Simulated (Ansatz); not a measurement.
# C: random displacements

Computed with DFT r2SCAN, scalar-relativistic, plane waves, PAW in Ansatz 0.2.0. The runs took a 500 eV cutoff, a Γ-centred 12×12×6 mesh and Gaussian smearing (0.05 eV). No spin polarisation. Energies are free energies at this smearing, counted from the undisturbed cell; pressure is positive in compression.

Reference structure (relaxed at this level):

```
C
1.0
     2.50319    0.00000    0.00000
    -1.25160    2.16783    0.00000
     0.00000    0.00000    4.16888
C
4
Direct
  0.33333 0.66667 0.06273
  0.66667 0.33333 0.56273
  0.33333 0.66667 0.43727
  0.66667 0.33333 0.93727
```

The atoms are displaced (Å, in the unstrained cell):

```csv
atom,ux,uy,uz
C1,-0.014,0.063,-0.013
C2,0.071,-0.068,-0.004
C3,0.052,0.037,0.014
C4,-0.110,-0.032,0.003
```

Strain (Voigt, engineering shear): (0.0001, -0.0026, -0.0004, -0.0047, -0.0283, 0.0120).

Question: What are the energy change, the stress and the forces?

Answer: ΔE = 163.9 meV/atom; stress (xx, yy, zz, yz, xz, xy; compression positive) (0.04, 18.49, 4.36, 3.78, 11.66, -6.22) GPa; gap on the mesh 2.14 eV.
```tsv
atom	Fx (eV/Å)	Fy	Fz
C1	-1.94	-3.31	1.37
C2	-1.55	4.32	0.97
C3	0.00	-3.88	-1.37
C4	3.49	2.87	-0.96
```

Cost: 1 run of about 0.51 core-minutes, on Arm Neoverse V1 (shared hosts).